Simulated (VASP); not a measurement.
# C (Diamond): zone-centre modes, functional by functional, part 3 of 3

Aim: the vibrations of C (Diamond) at the zone centre, at several levels of theory. The starting structure is a measured crystal structure from the Crystallography Open Database.

VASP 6.6.1.

Results so far: LDA T2g 1321.5 cm⁻¹; LDA at the measured cell T2g 1287.3 cm⁻¹; PBEsol T2g 1307.9 cm⁻¹; PBE T2g 1292.5 cm⁻¹; PBEsol + D3(BJ) T2g 1318.5 cm⁻¹.

## 7. Modes with r2SCAN

Level of this step: r2SCAN; plane waves and PAW (C) (VASP).

r2SCAN adds the kinetic-energy density, costs more than a GGA and is run with LASPH. The cell comes from a relaxation at this level, not shown (11.31 Å³).

Input file INCAR:

```
SYSTEM = C
PREC = Accurate
ENCUT = 520
EDIFF = 1E-08
NELM = 100
ISMEAR = 0
SIGMA = 0.03
LREAL = .FALSE.
ALGO = Normal
METAGGA = R2SCAN
LASPH = .TRUE.
NBANDS = 10
LORBIT = 11
LWAVE = .FALSE.
LCHARG = .FALSE.
KPAR = 8
IBRION = 6
NFREE = 2
POTIM = 0.015
NSW = 1
ISIF = 2
```

Input file POSCAR:

```
C
1.0
    0.0000000000      1.7815724865      1.7815724865
    1.7815724865      0.0000000000      1.7815724865
    1.7815724865      1.7815724865      0.0000000000
C
2
Direct
    0.7500000000      0.7500000000      0.7500000000
    0.5000000000      0.5000000000      0.5000000000
```

Input file KPOINTS:

```
Automatic mesh
0
Gamma
14 14 14
0 0 0
```

The projector-augmented-wave data sets are C (PBE family, release 64).

On the command line:

```console
$ mpirun -np 8 vasp_std
```

The program printed:

```text
[banner, memory and clock lines left out]
running    8 mpi-ranks, on    1 nodes
[...]
[... a notice as in an earlier step ...]

 [... a notice as in an earlier step ...]

 LDA part: xc-table for (None), standard interpolation
 POSCAR, INCAR and KPOINTS ok, starting setup
[...]
entering main loop
       N       E                     dE             d eps       ncg     rms          rms(c)
DAV:   1    -0.193974982448E+01   -0.19397E+01   -0.49234E+03  2208   0.789E+02
DAV:   2    -0.215984414912E+02   -0.19659E+02   -0.19145E+02  2904   0.132E+02
DAV:   3    -0.219484234467E+02   -0.34998E+00   -0.34891E+00  2432   0.139E+01
DAV:   4    -0.219491421195E+02   -0.71867E-03   -0.71864E-03  2280   0.725E-01
[...]
DAV:  11    -0.196573757646E+02   -0.16307E-06   -0.74831E-07  2278   0.832E-03    0.563E-04
DAV:  12    -0.196573757250E+02    0.39587E-07   -0.84488E-09  1840   0.770E-04    0.486E-04
DAV:  13    -0.196573757240E+02    0.97350E-09   -0.20462E-10  1126   0.160E-04
[...]
DAV:   6    -0.196530252382E+02   -0.15013E-07   -0.60668E-08  9594   0.229E-03    0.216E-04
DAV:   7    -0.196530252359E+02    0.22910E-08   -0.11463E-09  4682   0.327E-04
   2 F= -.19653025E+02 E0= -.19653025E+02  d E =-.996668E-39
 Finite differences progress:
  Degree of freedom:   1/  1
  Displacement:        1/  2
  Total:               1/  2
[...]
N       E                     dE             d eps       ncg     rms          rms(c)
DAV:   1    -0.196510471067E+02    0.19781E-02   -0.12029E+00  8596   0.832E+00    0.237E-01
DAV:   2    -0.196531861668E+02   -0.21391E-02   -0.76997E-03  9640   0.829E-01    0.149E-01
DAV:   3    -0.196530286289E+02    0.15754E-03   -0.95095E-04  9246   0.254E-01    0.143E-02
DAV:   4    -0.196530258464E+02    0.27825E-05   -0.37654E-05  9584   0.605E-02    0.860E-03
DAV:   5    -0.196530252072E+02    0.63922E-06   -0.51048E-06  9188   0.185E-02    0.611E-04
DAV:   6    -0.196530252204E+02   -0.13242E-07   -0.21639E-07  9708   0.426E-03    0.367E-04
DAV:   7    -0.196530252233E+02   -0.28267E-08   -0.48955E-09  5414   0.694E-04
   3 F= -.19653025E+02 E0= -.19653025E+02  d E =-.100270E-38
 Finite differences progress:
  Degree of freedom:   1/  1
  Displacement:        2/  2
  Total:               2/  2
```

Wall time 19 s (8 MPI ranks of Intel Xeon 6975P-C (Granite Rapids), shared host); peak memory 1.4 GiB; 2.5 min of CPU time.

OUTCAR, selected parts (step 7):

```text
  Total        0.0047639      0.0086507      0.0086507      0.0000000      0.0363627      0.0000000
  in kB        0.6748951      1.2255224      1.2255224      0.0000000      5.1514181      0.0000000
  external PRESSURE =       1.0419799 kB  Pullay stress =       0.0000000 kB

 POSITION                                       TOTAL-FORCE (eV/Angst)
 -----------------------------------------------------------------------------------
      2.65736      2.67236      2.67236         0.579967      0.000000      0.000000
      1.78157      1.78157      1.78157        -0.579967      0.000000      0.000000
 -----------------------------------------------------------------------------------
    total drift:                               -0.000010     -0.000000     -0.000000

  FREE ENERGIE OF THE ION-ELECTRON SYSTEM (eV)
  ---------------------------------------------------
  free  energy   TOTEN  =       -19.6530252233 eV

  energy  without entropy=      -19.6530252233  energy(sigma->0) =      -19.65302522

[... 1 part as in an earlier step ...]

[... 2 further parts left out ...]
[key lines of the parts left out:]
E-fermi :  10.2653
```

With r2SCAN the mode is T2g 1323.1 cm⁻¹, +1.6 cm⁻¹ from LDA.

## 8. Modes with r2SCAN + rVV10

rVV10 adds a nonlocal correlation energy for dispersion. The cell comes from a relaxation at this level, not shown (11.29 Å³).

INCAR, as its differences from that of step 7:

```diff
@@ -10,2 +10,6 @@
 METAGGA = R2SCAN
+LUSE_VDW = .TRUE.
+IVDW_NL = 2
+BPARAM = 11.95
+CPARAM = 0.0093
 LASPH = .TRUE.
```

Input file POSCAR:

```
C
1.0
    0.0000000000      1.7803916124      1.7803916124
    1.7803916124      0.0000000000      1.7803916124
    1.7803916124      1.7803916124      0.0000000000
C
2
Direct
    0.7500000000      0.7500000000      0.7500000000
    0.5000000000      0.5000000000      0.5000000000
```

KPOINTS is that of step 7.

On the command line:

```console
$ mpirun -np 8 vasp_std
```

The program printed:

```text
[banner, memory and clock lines left out]
running    8 mpi-ranks, on    1 nodes
[...]
[... a notice as in an earlier step ...]

|                                                                             |
|               ----> ADVICE to this user running VASP <----                  |
|                                                                             |
|     You have switched on vdW-DFT.                                           |
|     This routine was written and supplied by Jiri Klimes. We recommend      |
|     that you carefully read and cite the following publications:            |
|       J. Klimes, D.R. Bowler, A. Michelides                                 |
|          J. Phys.: Cond Matt. 22 022201 (2010)                              |
|       J. Klimes, D.R. Bowler, A. Michelides                                 |
|          Phys. Rev. B. 83, 195131 (2011)                                    |
|     and references therein.                                                 |
[...]
Total rVV10 correction in eV:      0.0759590     8.0925839
Total rVV10 correction in eV:      0.0759590     8.0925839
DAV:   7    -0.195767217246E+02   -0.23859E-08   -0.46697E-09  5378   0.673E-04
Total rVV10 correction in eV:      0.0759590     8.0925839
Total rVV10 correction in eV:      0.0759590     8.0925839
Total rVV10 correction in eV:      0.0759590     8.0925839
Total rVV10 correction in eV:      0.0759590     8.0925839
Total rVV10 correction in eV:      0.0759590     8.0925839
Total rVV10 correction in eV:      0.0759590     8.0925839
Total rVV10 correction in eV:      0.0759590     8.0925839
Total rVV10 correction in eV:      0.0759590     8.0925839
Total rVV10 correction in eV:      0.0759590     8.0925839
Total rVV10 correction in eV:      0.0759590     8.0925839
Total rVV10 correction in eV:      0.0759590     8.0925839
Total rVV10 correction in eV:      0.0759590     8.0925839
Total rVV10 correction in eV:      0.0759590     8.0925839
Total rVV10 correction in eV:      0.0759590     8.0925839
Total rVV10 correction in eV:      0.0759590     8.0925839
Total rVV10 correction in eV:      0.0759590     8.0925839
   3 F= -.19576722E+02 E0= -.19576722E+02  d E =-.813407E-34
 Finite differences progress:
  Degree of freedom:   1/  1
  Displacement:        2/  2
  Total:               2/  2
```

It took 38 s on 8 MPI ranks; peak memory 1.6 GiB; 4.9 min of CPU time.

Parts of OUTCAR (step 8):

```text
  Total        0.0049549      0.0089324      0.0089324      0.0000000      0.0399336      0.0000000
  in kB        0.7033444      1.2679493      1.2679493      0.0000000      5.6685575      0.0000000
  external PRESSURE =       1.0797477 kB  Pullay stress =       0.0000000 kB

 POSITION                                       TOTAL-FORCE (eV/Angst)
 -----------------------------------------------------------------------------------
      2.65559      2.67059      2.67059         0.581865      0.000000      0.000000
      1.78039      1.78039      1.78039        -0.581865      0.000000      0.000000
 -----------------------------------------------------------------------------------
    total drift:                               -0.000008     -0.000000     -0.000000

  FREE ENERGIE OF THE ION-ELECTRON SYSTEM (eV)
  ---------------------------------------------------
  free  energy   TOTEN  =       -19.5767217246 eV

  energy  without entropy=      -19.5767217246  energy(sigma->0) =      -19.57672172

[... 1 part as in an earlier step ...]

[... 2 further parts left out ...]
[key lines of the parts left out:]
E-fermi :  10.2811
```

With r2SCAN + rVV10 the mode is T2g 1325.3 cm⁻¹, +3.8 cm⁻¹ from LDA.

## 9. Modes with AM05

AM05 is built from the electron gas and the surface model, and does well on lattice constants. The cell comes from a relaxation at this level, not shown (11.22 Å³).

Input file INCAR:

```
SYSTEM = C
PREC = Accurate
ENCUT = 520
EDIFF = 1E-08
NELM = 100
ISMEAR = 0
SIGMA = 0.03
LREAL = .FALSE.
ALGO = Normal
GGA = AM
NBANDS = 10
LORBIT = 11
LWAVE = .FALSE.
LCHARG = .FALSE.
KPAR = 8
IBRION = 8
LEPSILON = .TRUE.
LPEAD = .TRUE.
ISIF = 2
```

Input file POSCAR:

```
C
1.0
    0.0000000000      1.7766662145      1.7766662145
    1.7766662145      0.0000000000      1.7766662145
    1.7766662145      1.7766662145      0.0000000000
C
2
Direct
    0.7500000000      0.7500000000      0.7500000000
    0.5000000000      0.5000000000      0.5000000000
```

KPOINTS is that of step 8.

On the command line:

```console
$ mpirun -np 8 vasp_std
```

The program printed:

```text
[... set-up lines as in an earlier step ...]
 entering main loop
       N       E                     dE             d eps       ncg     rms          rms(c)
DAV:   1    -0.574198286782E+00   -0.57420E+00   -0.48784E+03  2184   0.769E+02
DAV:   2    -0.192240919501E+02   -0.18650E+02   -0.18074E+02  2876   0.128E+02
DAV:   3    -0.195672596393E+02   -0.34317E+00   -0.34208E+00  2446   0.137E+01
DAV:   4    -0.195679492208E+02   -0.68958E-03   -0.68955E-03  2280   0.679E-01
[...]
DAV:  11    -0.189253861120E+02   -0.23171E-07   -0.18855E-07  2656   0.435E-03    0.441E-04
DAV:  12    -0.189253861286E+02   -0.16650E-07   -0.12108E-08  2230   0.120E-03    0.152E-04
DAV:  13    -0.189253861355E+02   -0.68455E-08   -0.17472E-10  1152   0.129E-04
   1 F= -.18925386E+02 E0= -.18925386E+02  d E =-.191263E-16
 Linear response reoptimize wavefunctions to high precision
DAV:   1    -0.189253861368E+02   -0.13093E-08   -0.10368E-11  1314   0.376E-05
DAV:   2    -0.189253861368E+02   -0.61391E-11   -0.72618E-13  1086   0.580E-06
 Linear response to external field (no local field effect), progress :
[...]
RMM:   9    -0.157666908081E+00   -0.13440E-06   -0.20866E-10  6570   0.715E-05    0.184E-06
 change of polarisation eV/A/(eV/A) component  3 :     0.016     0.061     0.299
 dielectric tensor                  component  3 :     0.251     0.991     5.820
 Linear response DOF=           1
 Linear response progress:
  Degree of freedom:   1/  1
       N       E                     dE             d eps       ncg     rms          rms(c)
RMM:   1    -0.119776817926E+00   -0.11978E+00   -0.20244E-02 20567   0.202E+00
RMM:   2    -0.110484457864E+00    0.92924E-02   -0.55556E-04 13065   0.381E-01    0.178E-01
RMM:   3    -0.110788926159E+00   -0.30447E-03   -0.48467E-05 13071   0.102E-01    0.976E-02
RMM:   4    -0.111481175208E+00   -0.69225E-03   -0.67630E-05 13029   0.106E-01    0.128E-02
[...]
RMM:   8    -0.111439955551E+00   -0.38196E-07   -0.81637E-08 14468   0.951E-05    0.988E-06
RMM:   9    -0.111439867610E+00    0.87941E-07   -0.31663E-08 15012   0.463E-05    0.352E-06
RMM:  10    -0.111439870875E+00   -0.32648E-08    0.88973E-09 13021   0.376E-05    0.335E-07
 first order change of Fermi-energy   0.17124E+02
 force on displaced ion       1 direction 1 : -38.125   0.000   0.000
 Born effective charge ion    1 direction 1 :  -0.001   0.000   0.000
 Born effective charges drift removed
 Linear response finished
```

Elapsed: 17 s, on 8 MPI ranks; peak memory 2.1 GiB.

OUTCAR, selected parts (step 9):

```text
  Total        0.0009944      0.0009944      0.0009944     -0.0000000     -0.0000000      0.0000000
  in kB        0.1420378      0.1420378      0.1420378     -0.0000000     -0.0000000      0.0000000
  external PRESSURE =       0.1420378 kB  Pullay stress =       0.0000000 kB

 POSITION                                       TOTAL-FORCE (eV/Angst)
 -----------------------------------------------------------------------------------
      2.66500      2.66500      2.66500        -0.000000     -0.000000     -0.000000
      1.77667      1.77667      1.77667         0.000000      0.000000      0.000000
 -----------------------------------------------------------------------------------
    total drift:                                0.000000     -0.000000      0.000000

 MACROSCOPIC STATIC DIELECTRIC TENSOR (including local field effects in DFT)
 ------------------------------------------------------
           5.819692    -0.000000     0.000000
          -0.000000     5.819692     0.000000
           0.000000     0.000000     5.819692
 ------------------------------------------------------

[... 2 parts as in an earlier step ...]

[... 1 further part left out ...]
```

With AM05 the mode is T2g 1313.9 cm⁻¹, -7.6 cm⁻¹ from LDA.

## 10. All runs side by side

| run | T2g | method | core minutes |
| --- | --- | --- | --- |
| LDA | 1321.5 | perturbation theory | 1.79 |
| LDA at the measured cell | 1287.3 | perturbation theory | 1.68 |
| PBEsol | 1307.9 | perturbation theory | 2.0 |
| PBE | 1292.5 | perturbation theory | 1.97 |
| PBEsol + D3(BJ) | 1318.5 | finite displacements | 0.667 |
| r2SCAN | 1323.1 | finite displacements | 2.59 |
| r2SCAN + rVV10 | 1325.3 | finite displacements | 5.07 |
| AM05 | 1313.9 | perturbation theory | 2.21 |

Modes are in cm⁻¹, degenerate ones as one, matched between runs by symmetry and order. A number in brackets counts the listed modes of one symmetry from the lowest. The symmetry labels come from an automatic analysis and can be wrong where levels nearly coincide. Core minutes are wall time times ranks of the run shown, on a shared host.

## 11. Outcome

```json
{"T2g, LDA": "1321.5 cm⁻¹", "T2g, LDA at the measured cell": "1287.3 cm⁻¹", "T2g, PBEsol": "1307.9 cm⁻¹", "T2g, PBE": "1292.5 cm⁻¹", "T2g, PBEsol + D3(BJ)": "1318.5 cm⁻¹", "T2g, r2SCAN": "1323.1 cm⁻¹", "T2g, r2SCAN + rVV10": "1325.3 cm⁻¹", "T2g, AM05": "1313.9 cm⁻¹"}
```

In words: On the cells relaxed at each level, the T2g mode of C (Diamond) lies between 1293 cm⁻¹ (PBE) and 1325 cm⁻¹ (r2SCAN + rVV10). Taking the measured cell, +2.6 % in volume, instead of the one relaxed with LDA moves T2g by -34.2 cm⁻¹. Some levels use perturbation theory and the others finite displacements, so their times can't be compared. LASPH is on in some of these runs and off in others, which adds a little to the differences. The dielectric constants and Born charges in the logs aren't compared here; at a small gap they can be far off, and in a run without a gap they mean nothing. The frequencies are harmonic. Further runs on this material are not shown.

[Lines on the potential files, build, host, timing and source positions are cut from VASP's logs without a mark.]

[Logs are printed without paths, hosts, clocks, repeated set-up lines and the standing remarks that a program may print on its own settings, such as how far it seeks lower states.]

[Hosts, paths, dates, database ids (printed as entryN), source tags and the programs' standing remarks are cut or masked in the printed files.]
